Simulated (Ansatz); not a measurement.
**TaC: frozen-core PAW against all-electron methods**

```
CELL_PARAMETERS angstrom
0.00000 2.22700 2.22700
2.22700 0.00000 2.22700
2.22700 2.22700 0.00000
ATOMIC_POSITIONS crystal
Ta 0.00000 0.00000 0.00000
C 0.50000 0.50000 0.50000
```

Atom numbers follow the list: Ta1, C2.

The cell comes from COD entry 9008731, which wasn't checked; take it as a given geometry.

Spin polarisation is left out, and whether a magnetic state lies lower isn't shown here.

No spin–orbit coupling, which matters for the heavy atoms here.

All numbers are computed: DFT, PBEsol, PAW with Ansatz's default frozen-core files, scalar-relativistic (Ansatz 0.2.0); DFT, PBEsol, all-electron PAW with datasets made for the crystal, scalar-relativistic (Ansatz 0.2.0); DFT, PBEsol, all-electron LAPW, scalar-relativistic (Ansatz 0.2.0).

For PAW: a Γ-centred 13×13×13 k mesh, Fermi–Dirac smearing of 0.08 eV, cutoff 420 eV, no spin polarisation; the PAW files were made with PBE, and the program remakes their frozen cores for this functional. The crystal-made all-electron datasets (AE datasets) take a cutoff of 460 eV at this cell. LAPW targets a basis error of 0.25 meV/atom. The Ansatz runs share mesh, smearing and spin set-up. Plane-wave (PAW) pressures include the program's estimate of the Pulay term.

Stress and pressure are positive in compression.

Levels count from the Fermi level.

```json
{"quantity": "pressure (GPa)", "PAW": "-3.24", "AE datasets": "-3.38", "LAPW": "-3.38"}
{"quantity": "highest filled level at K (eV)", "PAW": "-0.627", "AE datasets": "-0.625", "LAPW": "-0.625"}
{"quantity": "lowest empty level at K (eV)", "PAW": "3.153", "AE datasets": "3.151", "LAPW": "3.151"}
{"quantity": "highest filled level at Γ (eV)", "PAW": "-0.457", "AE datasets": "-0.453", "LAPW": "-0.452"}
{"quantity": "highest filled level at W (eV)", "PAW": "-5.006", "AE datasets": "-4.999", "LAPW": "-4.999"}
{"quantity": "lowest empty level at W (eV)", "PAW": "1.613", "AE datasets": "1.612", "LAPW": "1.612"}
```

PAW's pressure differs from the LAPW value by +0.14 GPa.
